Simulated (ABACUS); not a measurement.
Runs of ABACUS 3.10.1 on NiO. The structure is cubic, space group Fm-3m (No. 225). The conventional cell has a = 4.172 Å, b = 4.172 Å, c = 4.172 Å, α = 90.00°, β = 90.00°, γ = 90.00°. Ni (site symmetry m-3m) is surrounded by 6 O at 2.09 Å. O (site symmetry m-3m) has 6 Ni at 2.09 Å as nearest neighbours. 

```tsv
task	level	potentials or basis	k mesh	cutoff (eV)	SCF threshold on the density	eigensolver	symmetry key	threshold of the eigensolver	path	gap on the mesh (eV)	pressure (GPa)	moment (μB)	V0 of scaled cells (Å³/atom)	B0 (GPa)
single point	PW91	Ansatz NC PBE, plane waves	9 × 9 × 9	1401	1e-08	dav	1	-	-	none	(a)	1.84	-	-
equation of state	PBE	PseudoDojo NC SR 0.4.1 PBE standard, DZP LCAO (the cutoffs set its grid)	11 × 11 × 11	1361	1e-07	genelpa	1	-	-	-	-	-	9.41	(b)
equation of state	PBE	PseudoDojo NC SR 0.4.1 PBE standard, TZDP LCAO (the cutoffs set its grid)	11 × 11 × 11	1361	1e-07	genelpa	1	-	-	-	-	-	9.39	172
single point	PBE	PseudoDojo NC SR 0.4.1 PBE standard, DZP LCAO (the cutoffs set its grid)	11 × 11 × 11	1361	1e-07	genelpa	1	-	-	none	6.6	1.79	-	-
```

Alike in all rows: spin collinear, ferromagnetic start; cell as given; smearing fermi-dirac 0.05 eV.

Problem. Estimate the missing entries.

Solution. (a) 5.3; (b) 169.

Caveats: the atomic orbitals were generated for these runs and aren't a published set (some runs); the basis of atomic orbitals isn't converged, which shifts pressures, moduli and gaps (some runs); a cell with one magnetic atom can't hold antiferromagnetic order, which such compounds often take (some runs); semilocal functionals often make such compounds metallic where correlation or magnetic order opens a gap, which also shifts bond lengths (some runs); the potentials were made for another functional, which shifts forces and pressure (some runs).

A gap of «none» marks a metal or a gap under the smearing width.
